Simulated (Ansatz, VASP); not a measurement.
**In: VASP beside Ansatz**

```
CELL_PARAMETERS angstrom
3.33548 0.00000 0.00000
-1.66774 2.88861 0.00000
0.00000 0.00000 5.50914
ATOMIC_POSITIONS crystal
In 0.66667 0.33333 0.75000
In 0.33333 0.66667 0.25000
```

This isn't the form of In at room conditions, which is tetragonal.

Alike in both runs: task single point; functional PBEsol; k mesh 9 × 9 × 5; occupations gaussian, width 0.02 eV; no spin polarisation.

|  | VASP | Ansatz |
| --- | --- | --- |
| version | VASP 6.6.1 | Ansatz 0.2.0 |
| potentials or method | VASP PAW PBE potentials, release 64 (In_d_GW) | Ansatz PAW |
| plane-wave cutoff (eV) | 550 | 420 |
| valence electrons in the cell | 26 | 26 |

|  | VASP | Ansatz | Ansatz less VASP |
| --- | --- | --- | --- |
| gap on the k mesh at the Fermi level (eV) | none | none | - |
| pressure (GPa) | -1.7 | -1.5 | +0.13 |
| largest component of the traceless stress (GPa) | 1.03 | 1.04 | +0.004 |

A gap of «none» marks a metal or a gap that the smearing closes.

Caveats: the PAW data sets were made with another functional, which shifts forces and pressure a little (VASP); the PAW data sets come from PBE, with cores solved anew for the run's functional, which leaves a small shift of forces and pressure (Ansatz).
